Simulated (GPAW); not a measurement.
Runs of GPAW 26.7.0 on ZnS (Wurtzite-2H). The structure is hexagonal, space group P6_3mc (No. 186). The conventional cell has a = 3.811 Å, b = 3.811 Å, c = 6.234 Å, α = 90.00°, β = 90.00°, γ = 120.00°. Zn (site symmetry 3m) is surrounded by 4 S at 2.31 to 2.40 Å. S (site symmetry 3m) is surrounded by 4 Zn at 2.31 to 2.40 Å. 

| task | level | potentials or basis | cell | k mesh | smearing | maxiter | supercell | supercell k mesh | displacement | relaxed first | other keys | gap on the mesh (eV) | pressure (GPa) | V0 of scaled cells (Å³/atom) | relaxed volume (Å³/atom) | B0 (GPa) |
| --- | --- | --- | --- | --- | --- | --- | --- | --- | --- | --- | --- | --- | --- | --- | --- | --- |
| equation of state | C09-vdW | GPAW PAW data sets (gpaw-data 1.2.1), pw | as given | 6 × 6 × 3 | fermi-dirac 0.05 eV | 150 | - | - | - | - | - | - | - | 19.75 | - | (b) |
| phonons | LDA | the program's PAW data sets (release 1.2.1) made for this functional, pw | atoms relaxed | 7 × 7 × 4 | fermi-dirac 0.15 eV | 50 | 1 × 1 × 1 | 7 × 7 × 4 | 0.03 | ions | several, not listed | 1.96 | -4.4 | - | - | - |
| relaxation of cell and atoms | PBE | GPAW PAW data sets (gpaw-data 1.2.1), pw | relaxed | 6 × 6 × 3 | fermi-dirac 0.05 eV | 150 | - | - | - | - | - | 2.08 | -0.1 | - | 20.21 | - |
| relaxation of cell and atoms | PBE+D3(BJ) | GPAW PAW data sets (gpaw-data 1.2.1), pw | relaxed | 6 × 6 × 3 | fermi-dirac 0.05 eV | 150 | - | - | - | - | - | (a) | 0.0 | - | 19.45 | - |
| equation of state | vdW-DF-cx | GPAW PAW data sets (gpaw-data 1.2.1), pw | as given | 6 × 6 × 3 | fermi-dirac 0.05 eV | 150 | - | - | - | - | - | - | - | 19.93 | - | (c) |

Alike in all rows: no spin polarisation; cutoff (eV) 600.

Estimate the missing entries.

(a) 2.23; (b) 74; (c) 72.

Caveats: the cell was scaled at fixed shape and fractional positions, which overstates the stiffness of a crystal with free parameters, most of all of layers and chains (some runs); the PAW data sets were made with another functional, which shifts forces and pressure a little (some runs); later steps reuse the first step's grids (some runs); the cell is more than 3 GPa from zero pressure, which shifts response properties (some runs); the LO-TO splitting is left out (some runs).

